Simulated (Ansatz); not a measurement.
**MgO: the cell at several levels of theory**

The task here is to estimate one member of a computed series from the others.

Program: Ansatz 0.2.0. PAW datasets, plane waves, zero pressure. The cell comes from a prototype generator: it can be a known phase or a hypothetical one. Spin polarisation is off.

## The structure to begin with

This is the cell as the run starts from it, not yet at rest; its lengths are not the crystal's.

It is cubic, Pm-3m (No. 221); conventional cell a = 2.451 Å, 7.36 Å³ an atom. Near Mg stand 8 O at 2.12 Å; near O stand 8 Mg at 2.12 Å.

As a file:

```cif
data_structure
_symmetry_space_group_name_H-M 'Pm-3m'
_symmetry_Int_Tables_number 221
_cell_length_a 2.4508
_cell_length_b 2.4508
_cell_length_c 2.4508
_cell_angle_alpha 90.000
_cell_angle_beta 90.000
_cell_angle_gamma 90.000
_cell_volume 14.72
loop_
_atom_site_label
_atom_site_type_symbol
_atom_site_symmetry_multiplicity
_atom_site_Wyckoff_symbol
_atom_site_fract_x
_atom_site_fract_y
_atom_site_fract_z
_atom_site_occupancy
Mg1 Mg 1 a 0.00000 0.00000 0.00000 1
O1 O 1 b 0.50000 0.50000 0.50000 1
```

The first run:

Contents of input.yaml:

```yaml
crystal:
  lattice:
    - [2.450827644, 0.0, 0.0]
    - [0.0, 2.450827644, 0.0]
    - [0.0, 0.0, 2.450827644]
  atoms:
    - { symbol: Mg, position: [0.0, 0.0, 0.0] }
    - { symbol: O, position: [0.5, 0.5, 0.5] }
kpoints:
  mp_grid: { grid: [10, 10, 10] }
hamiltonian:
  xc: pbe
scf:
  occupations: { method: fermi_dirac, width: 0.02 }
relax:
  f_tol: 0.005
  cell: {}
output:
  write_density: true
  write_potential: true
  elf: true
  volumetric_format: npy
```

Started as:

```bash
$ ansatz run input.yaml --threads 2 --pin off --max-ram 2211MiB --backend cpu --events-out ev --progress --plain --runs-dir out
```

Among the steps run: Relaxing with PBE; Relaxation with r2SCAN; Relaxing with PBEsol; LDA: cell and atoms; Relaxing with HSE06.

One table of the session follows, with a row left open; its other results are not shown here.

| level | a (Å) | volume (Å³/atom) |
| --- | --- | --- |
| PBE | 2.660 | 9.409 |
| r2SCAN | 2.623 | 9.027 |
| PBEsol | 2.633 | 9.132 |
| LDA | ? | ? |
| HSE06 | 2.619 | 8.986 |

Estimate the missing values for LDA.

**Answer.** a (Å): 2.598; volume (Å³/atom): 8.770. In the column «a (Å)» it is the lowest.

In words: The first relaxation changed the volume by +27.8 % from the start. LDA gives the smallest cell and PBE the largest; they differ by 7.3 % in volume, a mean of 2.4 % in length. The meshes differ: PBE 10×10×10, r2SCAN 8×8×8, PBEsol 8×8×8, LDA 8×8×8, HSE06 6×6×6.
